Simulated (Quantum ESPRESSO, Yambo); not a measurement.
# NaF (Villiaumite): G0W0 on several meshes in Yambo, part 2 of 2

Wanted: mesh dependence and cost of G0W0 for NaF (Villiaumite).

Quantum ESPRESSO 7.5 and Yambo 5.3.0; PBE and many-body steps on it, plane waves. Known limits of the many-body steps: not at the basis limit; coarse k mesh.

So far. Step 5 (Empty states on the mesh, 4×4×4 mesh, 126 bands): On this mesh the gap is 6.390 eV. Step 7 (4×4×4): Against G0W0 in Yambo (6×6×6 mesh, 126 bands, screening to 231.3 eV, Godby-Needs plasmon pole), the gap moves by −0.010 eV.

The database entry behind the starting cell differs from later determinations by our own check (0.1 to 0.3 % short, probably kX units), so it need not match the best structure at ambient conditions.

### 8. Empty states on the mesh, 8×8×8 mesh, 126 bands

This step: Quantum ESPRESSO 7.5; DFT, PBE, plane waves, norm-conserving pseudopotentials.

pw.in

```
&control
  calculation = 'nscf'
  prefix = 'x'
  outdir = 'o'
  pseudo_dir = 'pseudo'
/
&system
  ibrav = 0
  nat = 2
  ntyp = 2
  ecutwfc = 76.0
  nbnd = 126
  force_symmorphic = .true.
/
&electrons
  conv_thr = 1e-9
  electron_maxstep = 80
  diago_full_acc = .true.
  diago_thr_init = 5e-6
/
ATOMIC_SPECIES
  Na 22.99 Na.upf
  F 18.998 F.upf
CELL_PARAMETERS angstrom
  -0.0000000000 2.3100000000 2.3100000000
  2.3100000000 0.0000000000 2.3100000000
  2.3100000000 2.3100000000 0.0000000000
ATOMIC_POSITIONS crystal
  Na 0.0000000000 0.0000000000 0.0000000000
  F 0.5000000000 0.5000000000 0.5000000000
K_POINTS automatic
  8 8 8 0 0 0
```

Started as:

```console
> OMP_NUM_THREADS=1 mpirun -n 4 pw.x -nk 4 -in pw.in > pw.out
```

Log:

```text
[banner, memory and clock lines left out]
Program PWSCF v.7.5 starts

     Atomic positions and unit cell read from directory:
     o/x.save/

     Message from routine setup:
     using ibrav=0 with symmetry is DISCOURAGED, use correct ibrav instead

     G-vector sticks info

     bravais-lattice index     =            0
     lattice parameter (alat)  =       6.1734  a.u.
     unit-cell volume          =     166.3652 (a.u.)^3
     number of atoms/cell      =            2
     number of atomic types    =            2
     number of electrons       =        16.00
[...]
[... 4 further rows ...]
[...]
152.5384 154.0914 158.3099 158.3099 159.3294 160.1105

          k = 0.1768 0.1768-0.1768 (  1880 PWs)   bands (ev):

[...]
113.1703 114.7106 115.0806 115.0806 116.7422 116.7422 118.7322 121.0645
     [... 4 further rows ...]
   147.5693 151.1223 152.2651 152.2651 152.8466 153.2151 153.2151 153.3786
   155.8120 157.5406 157.5406 159.3366 159.3366 161.0004

          k = 0.2652 0.2652-0.2652 (  1868 PWs)   bands (ev):

     [... further k-points ...]

     highest occupied, lowest unoccupied level (ev):     0.9991    7.3887

     XML data file, pseudopotentials, collected wavefunctions
```

Elapsed: 12 s, on 4 MPI ranks of Arm Neoverse V2, shared host; peak memory 0.26 GiB.

This step gave:

| Property | Result |
| --- | --- |
| gap | 6.390 eV |
| k of the valence top | 0, 0, 0 |
| k of the conduction bottom | 0, 0, 0 |
| least direct gap | 6.390 eV |
| k points computed | 29 |
| lowest point of the top converged band, above the valence top | 155.8355 eV |

On this mesh the gap is 6.390 eV.

### 9. Conversion and set-up

This step: Yambo 5.3.0; conversion and set-up on PBE, plane waves, norm-conserving pseudopotentials.

Started as:

```console
> (cd o/x.save; p2y > p2y.log; mv SAVE ../..); yambo > setup.log
```

Log:

```text
 Yambo, version 5.3.0

 [02] CORE Variables Setup
 =========================

  [02.01] Unit cells
  ==================

  Cell kind             :  FCC
  Atoms in the cell     :  Na  F
  number of Na atoms    :  1
  number of F  atoms    :  1

  List of atomic masses
  Mass of Na    :  22.99000
  Mass of F     :  18.99800

  List of atomic coordinates    : [cc]
  Na1       :  0.000000  0.000000  0.000000  order 1
  F1       :  4.365267  4.365267  4.365267  order 2

  Alat factors          :  4.365267  4.365267  4.365267 [a.u.]
  Direct lattice volume :  166.3652 [a.u.]
[...]
Q [ 1]         [rlu]:  0.000000  0.000000  0.000000
 Q [ 2]         [rlu]:  0.18112E-16 -0.27044E-17  0.12500
 Q [ 3]         [rlu]: -0.32585E-20 -0.32585E-20  0.25000
[...]
Q [ 8]         [rlu]:  0.13875E-16  0.12500      0.37500
 Q [ 9]         [rlu]: -0.34335E-16  0.12500      0.50000
 Q [10]         [rlu]: -0.16938E-16  0.12500     -0.37500
     [... 17 further rows ...]
 Q [28]         [rlu]:  0.125000 -0.500000 -0.375000
 Q [29]         [rlu]:  0.250000 -0.500000 -0.250000

  [03.01] X indexes
  =================

   [03.01.01] Sigma indexes
   ========================

 [06] Game Over & Game summary
```

The job ended after 2.1 s (1 MPI rank; peak memory 0.24 GiB).

### 10. 8×8×8

This step: G0W0 on PBE, plane waves, norm-conserving pseudopotentials.

gw12.in

```
HF_and_locXC
gw0
dyson
ppa
em1d
rim_cut
RandQpts= 1000000
RandGvec= 1 RL
EXXRLvcs= 76 Ry
VXCRLvcs= 304 Ry
Chimod= "HARTREE"
% BndsRnXp
 1 | 126 |
%
NGsBlkXp= 17 Ry
% LongDrXp
 1 | 1 | 1 |
%
% GbndRnge
 1 | 126 |
%
DysSolver= "n"
ExtendOut
PPAPntXp= 27.21138 eV
% QPkrange
 1 | 1 | 7 | 10 |
%
```

Started as:

```console
> OMP_NUM_THREADS=1 mpirun -n 4 yambo -F gw12.in -J gw12 -C gw12 > gw12.log
```

Log:

```text
 Yambo, version 5.3.0

 [02] CORE Variables Setup
 =========================

  [... cell, symmetries and grids as in the set-up ...]

  [02.05] Energies & Occupations
  ==============================

  [X] === General ===
  [X] Electronic Temperature                        :  0.000000  0.000000 [eV K]
  [X] Bosonic    Temperature                        :  0.000000  0.000000 [eV K]
  [X] Finite Temperature mode                       : no
  [X] El. density                                   :  0.64901E+24 [cm-3]
[...]
Sx RL components                                 :  1893

   QP @ state[ 1 ] K range                          :  1  1
   QP @ state[ 1 ] b range                          :   7  10
   GF energies kind                                 : Perdew, Burke & Ernzerhof(X)+Perdew, Burke & Ernzerhof(C)
   GF WF`s kind                                     : Perdew, Burke & Ernzerhof(X)+Perdew, Burke & Ernzerhof(C)
   Xs energies kind                                 : Perdew, Burke & Ernzerhof(X)+Perdew, Burke & Ernzerhof(C)
   Xs WF`s kind                                     : Perdew, Burke & Ernzerhof(X)+Perdew, Burke & Ernzerhof(C)

 [11] Game Over & Game summary
```

The job ended after 9.4 min (4 MPI ranks; peak memory 2 GiB).

Numbers from this step:

| Quantity | Value |
| --- | --- |
| G0W0 gap on the points computed | 10.52 eV |
| starting gap on the mesh | 6.390 eV |
| k of the valence top | 0, 0, 0 |
| k of the conduction bottom | 0, 0, 0 |
| least direct G0W0 gap on the computed points | 10.52 eV |

Against G0W0 in Yambo (6×6×6 mesh, 126 bands, screening to 231.3 eV, Godby-Needs plasmon pole), the gap moves by +0.004 eV.

### 11. The runs together

Times are wall times on 4 MPI ranks of Arm Neoverse V2, shared host, good to a factor of about two.

| run | mesh | bands | screening cutoff (eV) | DFT gap (eV) | gap on the mesh (eV) | direct (eV) | time |
| --- | --- | --- | --- | --- | --- | --- | --- |
| 6×6×6 | 6×6×6 | 126 | 231.3 | 6.390 | 10.514 | 10.514 | 2.5 min |
| 4×4×4 | 4×4×4 | 126 | 231.3 | 6.390 | 10.504 | 10.504 | 28 s |
| 8×8×8 | 8×8×8 | 126 | 231.3 | 6.390 | 10.519 | 10.519 | 9.4 min |

### 12. Outcome

| Item | Value |
| --- | --- |
| 6×6×6 | 10.514 eV |
| 4×4×4 | 10.504 eV |
| 8×8×8 | 10.519 eV |
| known limits | not at the basis limit; coarse k mesh |

**Reading.** 4×4×4: −0.010 eV against 6×6×6. 8×8×8: +0.004 eV against 6×6×6. Bands and cutoff are finite, so the gap is not at the basis limit. The miss can reach some tenths of an eV and take either sign; the mesh is an error of its own. In the G0W0 runs levels were corrected at 1 k point alone, so a gap called «on the mesh» is the least over those, and an edge elsewhere would be missed.

[Paths, hosts, dates, memory and timing lines, banners, echoed tables and standing remarks are left out of the program output.]

[Logs are printed without paths, hosts, clocks, repeated set-up lines and the standing remarks that a program may print on its own settings, such as how far it seeks lower states.]

[Runs of the session that timed out or met a known fault of the program may be left out.]

[Hosts, paths, dates, database ids (printed as entryN), source tags and the programs' standing remarks are cut or masked in the printed files.]
